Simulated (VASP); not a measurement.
Data:

```xyz
3
Lattice="0.0000 2.8666 2.8666 2.8666 0.0000 2.8666 2.8666 2.8666 0.0000" Properties=species:S:1:pos:R:3 pbc="T T T"
Sr     0.0000     0.0000     0.0000
F      1.4333     1.4333     1.4333
F      4.2999     4.2999     4.2999
```

Level of theory: LDA (Ceperley-Alder, Perdew-Zunger), VASP's LDA PAW potentials (set 64) (plane waves; VASP). Run with 520 eV cut-off, 7×7×7 Γ-centred mesh, Gaussian smearing of 0.050 eV, potentials Sr_sv F.

Give the stress tensor in GPa (positive for a compressed cell).

```
-2.39   0.00   0.00
 0.00  -2.39   0.00
 0.00   0.00  -2.39
```
The pressure is its mean diagonal, -2.39 GPa.

The compound is SrF2 in the fluorite structure. This cell is one point of a volume scan, at 1.03 of the reference volume.
